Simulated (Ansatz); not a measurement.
**HfO2 under strain — ¹⁷⁷Hf nuclear quadrupole resonance**

Cell: a COD entry, relaxed with PBE at fixed cell and then changed (z compressed by 1 %, ions relaxed).

```cif
data_structure
_symmetry_space_group_name_H-M 'P 1'
_symmetry_Int_Tables_number 1
_cell_length_a 5.1180
_cell_length_b 5.1857
_cell_length_c 5.2327
_cell_angle_alpha 90.000
_cell_angle_beta 99.445
_cell_angle_gamma 90.000
_cell_volume 136.99
loop_
_atom_site_label
_atom_site_type_symbol
_atom_site_fract_x
_atom_site_fract_y
_atom_site_fract_z
_atom_site_occupancy
Hf1 Hf 0.27668 0.04128 0.20792 1
Hf2 Hf 0.72332 0.54128 0.29208 1
Hf3 Hf 0.72332 0.95872 0.79208 1
Hf4 Hf 0.27668 0.45872 0.70792 1
O5 O 0.44615 0.75883 0.48246 1
O6 O 0.55385 0.25883 0.01754 1
O7 O 0.55385 0.24117 0.51754 1
O8 O 0.44615 0.74117 0.98246 1
O9 O 0.07582 0.34652 0.33187 1
O10 O 0.92418 0.84652 0.16813 1
O11 O 0.92418 0.65348 0.66813 1
O12 O 0.07582 0.15348 0.83187 1
```

Sites (sets of like atoms) are named by element and the number of their first atom in this list.

All values are calculated (Ansatz; DFT, PBE, plane waves and PAW, scalar-relativistic, 420 eV cutoff, Γ-centred 6×6×6 k-points, Fermi–Dirac smearing 0.02 eV), not measured.

¹⁷⁷Hf: I = 7/2, Q = 3365 mb (year-2017 value). Static lattice, zero field.

Q: The simulated lines lie at 84.8, 160.1, 241.7 MHz. What are |C_Q|, η and |V_zz| at Hf?

A: For I = 7/2 and η = 0 the lines are |C_Q|/14 times 1, 2 and 3; η shifts the lowest up most. Here |C_Q| = 1130 MHz, η = 0.12 and |V_zz| = 13.88 × 10²¹ V/m². The calculation gives V_zz positive; the lines don't show the sign. The site has 7 O at 2.05–2.23 Å.

Without spin–orbit coupling the gradients at and beside Hf can be off by some per cent, at some sites by more. At this changed cell the PBE pressure is 7 GPa.

The relaxation (5 steps) took 58 s of wall time (3.4 min of CPU time) and 1.3 GiB at its peak, on 4 threads of Intel Xeon Platinum 8375C CPU @ 2.90GHz (Ice Lake) (x86_64; 16 cores open to the job, memory cap 8.0 GiB, no GPU), a shared host with a load of 0.6 a core.
